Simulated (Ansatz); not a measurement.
# Bi2Te2Se (R-3m) in Ansatz: single point with HSE06

Aim: the single point of Bi2Te2Se with HSE06.

All numbers are computed with Ansatz 0.2.0; they aren't measurements. Logs are shortened: lines on timing, memory, paths and dates and some standing lists are left out, and cuts for length are marked.

## 1. The crystal as given

Symmetry: R-3m, No. 166, trigonal system. Conventional cell: a = 4.322 Å, b = 4.322 Å, c = 31.757 Å, α = 90.00°, β = 90.00°, γ = 120.00°. Around Bi (site symmetry 3m) lie 3 Te at 3.05 Å and 3 Se at 3.11 Å. Te (site symmetry 3m) is surrounded by 3 Bi at 3.05 Å. Se (site symmetry -3m) has 6 Bi at 3.11 Å as nearest neighbours.

The cell is a database's computed one.

## 2. Single point, HSE06

The input, input:

```
crystal:
  lattice:
    - [2.1609687617, 1.2476358963, 10.5855712543]
    - [-2.1609687617, 1.2476358963, 10.5855712543]
    - [0.0, -2.4952717926, 10.5855712543]
  atoms:
    - { symbol: Bi, position: [0.39172124, 0.39172124, 0.39172124] }
    - { symbol: Bi, position: [0.60827876, 0.60827876, 0.60827876] }
    - { symbol: Te, position: [0.78040487, 0.78040487, 0.78040487] }
    - { symbol: Te, position: [0.21959513, 0.21959513, 0.21959513] }
    - { symbol: Se, position: [0.0, 0.0, 0.0] }
hamiltonian:
  xc: hse06
  pseudopotentials: { kind: paw }
kpoints:
  mp_grid: { grid: [6, 6, 6] }
scf:
  occupations: { method: fermi_dirac, width: 0.05 }
output:
  forces: true
  stress: true
  eigenvalues: true
  write_density: true
  write_potential: true
  elf: true
  volumetric_format: npy
```

Potentials or basis: Ansatz PAW.

Standard output:

```text
Warning: output.stress: scf.convergence.dr2_threshold = 1e-7 eV (the SCF's general default) is looser than the 5e-10 eV advised for a printed stress (1e-10 eV for each atom of the cell: 5). What an SCF threshold leaves in a stress goes as its square root, and in the free energy as the threshold itself, and one threshold admits the most on a small cell: of the crystals measured, under no hybrid functional and no lock of the moments, on runs that ended without the residual-converged pass, on stresses that held no estimate of that error, the worst erred by over 100 MPa in a component at 1e-7 eV an atom and by under 5 at 1e-10. Set scf.convergence.dr2_threshold to 5e-10 eV or tighter. The threshold is an SCF's pass mark: one that does not reach it within its budget of iterations ends unconverged, or closes short of it on a stop that the run arms, and scf.convergence.dr2_threshold's page says what that costs each kind of run
Warning: output.stress: scf.exx.energy_threshold = 1e-6 eV is looser than the 5e-8 eV advised for a stress under a hybrid functional (1e-8 eV for each atom of the cell: 5). Every SCF of the exchange loop can meet its threshold on dr2 while the loop round them stops early: no threshold on dr2 bounds what that leaves in the stress. Set scf.exx.energy_threshold to 5e-8 eV or tighter. The threshold is the loop's pass mark: a loop that does not reach it within its budget of cycles ends unconverged, and scf.exx.energy_threshold's page has the law
basis.fft_grid_basis auto: the FFT boxes are laid along the combinations [[1, -1, 0], [0, 1, 0], [0, -1, 1]] of the cell's own vectors, 4.322, 10.876 and 4.322 Å long. The dense box has 30×75×30 points. Along the cell's own vectors, as sized, it would have 75×75×75, 6.25 times as many. Of the 12 symmetry operations that the crystal satisfies within crystal.symmetry.tolerance (time reversal apart; of a slab, those that keep its plane) the dense box along the cell's own vectors carries 12, and the one as laid loses 8 of those. basis.fft_grid_basis: typed keeps the cell's own vectors: state it where this run's energies or levels are differenced outside the engine with another run's, or held beside a run that keeps those vectors. Those combinations have planes normal to reciprocal vector 3, as the cell's own vectors have. Each planar average written beside output.write_density, output.write_potential has a row for each plane of the box: 30. The volumetric files lie along those combinations, not along the cell's own vectors: a cube or XSF file states them, and fields.json those of NumPy files.
GPUs: using 1 of 1 available (devices: 1).
Engine: ansatz 0.2.0, x86_64-unknown-linux-gnu
Pseudopotentials: kind: paw
Pseudopotential: Bi, paw, valence charge 15, recommended cutoff 420 eV (normal), Bi.paw.azcp
Pseudopotential: Te, paw, valence charge 16, recommended cutoff 420 eV (normal), Te.paw.azcp
Pseudopotential: Se, paw, valence charge 16, recommended cutoff 420 eV (normal), Se.paw.azcp
Functional definition: HSE06
  parameter a = 0.25
  parameter omega = 0.11/bohr
  exchange = pbe_x - a*pbe_x_sr(omega) + a*exact_x_sr(omega)
  correlation = pbe_c
device memory: the entry about to start is reckoned to put 2.7 GiB on a device that reports 60.8 GiB free (of which the cap on the GPU budget leaves the run 18.0 GiB)
GPU FFT provider: cuFFT
GPU libraries: cuBLAS 13.8.2, cuFFT 12.4.0, cuSOLVER 12.3.4
Crystal: 5 atoms, lattice volume = 171.239 Å³
Basis set: ecut = 420 eV, 3335 PW (Γ), FFT grids on a1−a2, a2, −a2+a3, exchange–correlation on 60×150×60 points (8 copies of the dense FFT grid, shifted against one another)
Bands: 47, of which v1, the nominal top of the filled ones, is band 39 counted from 1 (38 counted from 0)
Symmetry: 12 space group operations
Space group: R-3m (ITA 166), of the structure as read, at distance tolerance 5.6e-5 Å
[... 76 lines left out ...]
  E_local      = -9037.833720  (includes V_loc(G=0)·N_el)
  E_nonlocal   = -93.319879
  E_hartree    = 4294.305086
  E_xc         = -527.108156
  E_vxc        = -476.340242  (∫ρ·V_xc dr)
  E_exx        = -227.997967  (= α·E_x^exact, valence–valence)
  E_paw        = -32479.642935  (= ΣΔE_a)
  E_vpaw       = -945.906799  (= ΣTr[D̂ρ^β])
  E_aug_tail   = -0.001818  (compensation charges beyond the density's cutoff)
  E_ewald      = -7244.545389
  E_core_change = -1.129495  (= ΣΔE_core)
  E_smearing   = -0.000002  (= −TS)
  E_closure    = -0.000000  (closes the sum)
  Σ components = -44241.343686   (vs F -44241.343686, Δ=7.28e-12)
--- Forces (eV/Å), atoms counted from 1 ---
  atom   1  Bi     0.00000000     0.00000000     0.11167011
  atom   2  Bi     0.00000000    -0.00000000    -0.11167011
  atom   3  Te     0.00000000     0.00000000    -0.17433008
  atom   4  Te     0.00000000    -0.00000000     0.17433008
  atom   5  Se     0.00000000     0.00000000     0.00000000
  max |Σ_I F_I| component: 5.55e-17 eV/Å
--- Stress (GPa, compression-positive) ---
       -0.695715       0.000000       0.000000
        0.000000      -0.695715       0.000000
        0.000000       0.000000      -0.689263
  P = ⅓ Tr σ = -0.6936 GPa (-6.936 kbar)
--- Band table (eV; the first three rows and the last of 32) ---
  k-point 0: bands = ["-43.2446", "-43.2423", "-43.2423", "-43.2266", "-43.2266", "-31.0363", "-31.0363", "-31.0358", "-31.0358", "-31.0266", "-31.0266", "-31.0263", "-31.0263", "-31.0214", "-31.0212", "-17.2585", "-17.2585", "-17.2553", "-17.2553", "-17.2367", "-17.2362", "-17.2362", "-17.2351", "-17.2318", "-17.2318", "-7.2376", "-5.9051", "-5.0142", "-1.7170", "-1.1701", "5.6574", "5.6574", "5.6948", "5.7642", "6.4915", "6.4915", "6.9019", "6.9019", "7.6668", "8.5546", "9.4500", "9.4500", "10.3898", "10.7496", "10.7496", "14.1682", "14.8940"]
  k-point 1: bands = ["-43.2446", "-43.2423", "-43.2423", "-43.2266", "-43.2265", "-31.0363", "-31.0359", "-31.0358", "-31.0354", "-31.0267", "-31.0266", "-31.0263", "-31.0261", "-31.0211", "-31.0209", "-17.2624", "-17.2583", "-17.2558", "-17.2528", "-17.2381", "-17.2351", "-17.2351", "-17.2332", "-17.2315", "-17.2309", "-6.9989", "-5.6504", "-4.8617", "-1.8734", "-1.4796", "4.3477", "4.7463", "5.1347", "5.2462", "6.2168", "6.5678", "6.7594", "6.7872", "7.0989", "9.4582", "10.0459", "10.1263", "10.6347", "10.9432", "11.4201", "13.3511", "14.1960"]
  k-point 2: bands = ["-43.2446", "-43.2423", "-43.2423", "-43.2265", "-43.2265", "-31.0362", "-31.0359", "-31.0353", "-31.0347", "-31.0270", "-31.0266", "-31.0265", "-31.0260", "-31.0206", "-31.0205", "-17.2709", "-17.2651", "-17.2530", "-17.2489", "-17.2411", "-17.2371", "-17.2306", "-17.2287", "-17.2276", "-17.2258", "-6.3682", "-4.9756", "-4.5253", "-2.6059", "-2.1603", "2.8644", "4.1180", "4.3964", "4.4748", "5.4459", "5.5054", "6.4479", "6.7127", "7.1007", "9.2844", "10.2144", "10.5668", "11.2557", "11.7766", "12.3963", "12.6192", "14.3986"]
  k-point 31: bands = ["-43.2446", "-43.2423", "-43.2423", "-43.2266", "-43.2266", "-31.0363", "-31.0363", "-31.0358", "-31.0358", "-31.0266", "-31.0266", "-31.0263", "-31.0263", "-31.0214", "-31.0212", "-17.2585", "-17.2585", "-17.2552", "-17.2552", "-17.2367", "-17.2362", "-17.2362", "-17.2351", "-17.2318", "-17.2318", "-7.2224", "-6.0086", "-4.8537", "-2.1034", "-0.8100", "5.1391", "5.6531", "5.6531", "6.5736", "6.5824", "6.5824", "6.7865", "6.7865", "7.1362", "8.9008", "9.6169", "9.6169", "10.2838", "10.5633", "10.5633", "14.1893", "14.7592"]
```

v_z.tsv:

```text
# z_ang	v_es[eV]	v_tot[eV]
# format = ansatz-planar-average/11
# xc	hse06
# density_cutoff_ev	1680
# datasets	Bi=:simpson_from_first_knot:soft:fock:shift=0	Te=:simpson_from_first_knot:soft:fock:shift=0	Se=:simpson_from_first_knot:soft:fock:shift=0
# lattice	2.160968762	1.247635896	10.585571254
# lattice	-2.160968762	1.247635896	10.585571254
# lattice	0.000000000	-2.495271793	10.585571254
# sites	5
# site	83	0.000000000	0.000000000	12.439779294
# site	83	0.000000000	0.000000000	19.316934469
# site	52	0.000000000	0.000000000	24.783094076
# site	52	0.000000000	0.000000000	6.973619687
# site	34	0.000000000	0.000000000	0.000000000
0.000000	7.279914e0	-1.360672e-1
0.362523	7.356913e0	-5.839287e-2
0.725046	7.535520e0	1.187017e-1
1.087569	7.729960e0	3.064974e-1
1.450092	7.902413e0	4.641048e-1
1.812616	7.986143e0	5.220359e-1
[... 22 lines left out ...]
10.150647	7.535520e0	1.187017e-1
10.513170	7.356913e0	-5.839287e-2
```

Wall time 2 min (1 × NVIDIA H100 80GB HBM3 with 2 threads of AMD EPYC 7R13 (Zen 3), shared host); peak memory 9.8 GiB.

Results:

```yaml
Free_energy: -44241.3437 eV
Pressure: -0.7 GPa
Largest_force: 0.174 eV/Å
Band_gap_on_the_k_mesh: 0.89 eV, direct
```

Forces on the atoms (eV/Å):
```
Bi   0.000  0.000  0.112
Bi   0.000  0.000 -0.112
Te   0.000  0.000 -0.174
Te   0.000  0.000  0.174
Se   0.000  0.000  0.000
```

Caveat: spin-orbit coupling is left out, which as a rule narrows the gap of such compounds by several tenths of an eV; the PAW data sets come from PBE, with cores solved anew for the run's functional, which leaves a small shift of forces and pressure; the thresholds are loose for stress. A k mesh can miss the band edges.
